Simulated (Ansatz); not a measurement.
# CoSi2: the cost of one run

Method: DFT PBEsol, scalar-relativistic, plane waves, PAW, in Ansatz 0.2.0.

2 further runs of the same task are left out: 2 set aside as unsound or not needed.

### 1 Starting point

The structure is cubic, space group Fm-3m (No. 225). Conventional cell: a = 5.313 Å, b = 5.313 Å, c = 5.313 Å, α = 90.00°, β = 90.00°, γ = 90.00°. Co (site symmetry m-3m) has 8 Si at 2.30 Å as nearest neighbours. Around Si (site symmetry -43m) lie 4 Co at 2.30 Å.

As a file:

```xyz
12
Lattice="5.3125 0.0000 0.0000 0.0000 -5.3125 0.0000 0.0000 0.0000 -5.3125" Properties=species:S:1:pos:R:3 pbc="T T T"
Co    0.0000    0.0000    0.0000
Co    2.6563   -2.6563    0.0000
Co    2.6563    0.0000   -2.6563
Co    0.0000   -2.6563   -2.6563
Si    1.3281   -1.3281   -1.3281
Si    3.9844   -3.9844   -1.3281
Si    3.9844   -1.3281   -3.9844
Si    1.3281   -3.9844   -3.9844
Si    3.9844   -3.9844   -3.9844
Si    1.3281   -1.3281   -3.9844
Si    1.3281   -3.9844   -1.3281
Si    3.9844   -1.3281   -1.3281
```

It is built from the cell relaxed beforehand with the same method (12.49 Å³/atom).

### 2 Zero of energy

The cell is repeated 4 times, 12 atoms in all. Reference values: F = -25350.9051 eV; pressure -0.02 GPa; largest force 0.000 eV/Å; gap on the mesh none (metal). It was computed beforehand with the settings of the runs below.

### 3 Setting up moving one atom along a line

Atom 5 (Si) is moved by x along the Cartesian unit vector (-0.577, 0.577, 0.577); the cell and all other atoms stay fixed. Forces below are components along that vector, summed over the moved atoms. In a periodic cell its images move with it.

### 4 x = -0.300 Å

Contents of input.yaml:

```yaml
crystal:
  lattice:
    - [5.312507944, 0.0, 0.0]
    - [0.0, -5.312507944, 0.0]
    - [0.0, 0.0, -5.312507944]
  atoms:
    - { symbol: Co, position: [0.0, 0.0, 0.0] }
    - { symbol: Co, position: [0.5, 0.5, 0.0] }
    - { symbol: Co, position: [0.5, 0.0, 0.5] }
    - { symbol: Co, position: [0.0, 0.5, 0.5] }
    - { symbol: Si, position: [0.2826032606, 0.2826032606, 0.2826032606] }
    - { symbol: Si, position: [0.75, 0.75, 0.25] }
    - { symbol: Si, position: [0.75, 0.25, 0.75] }
    - { symbol: Si, position: [0.25, 0.75, 0.75] }
    - { symbol: Si, position: [0.75, 0.75, 0.75] }
    - { symbol: Si, position: [0.25, 0.25, 0.75] }
    - { symbol: Si, position: [0.25, 0.75, 0.25] }
    - { symbol: Si, position: [0.75, 0.25, 0.25] }
basis:
  ecutwfc: 420
kpoints:
  mp_grid: { grid: [10, 10, 10] }
hamiltonian:
  xc: pbesol
scf:
  occupations: { method: gaussian, width: 0.15 }
output:
  forces: true
  stress: true
  eigenvalues: true
```

Launch:

```sh
$ ansatz run input.yaml --threads 1 --pin off --max-ram 2560MiB --backend cpu --events-out ev --progress --plain --runs-dir out
```

**Question.** How long does this run take on 1 thread of Intel Xeon 6975P-C (Granite Rapids), shared host, and how much memory does it need?

About 52 s, with a peak of 0.94 GiB.
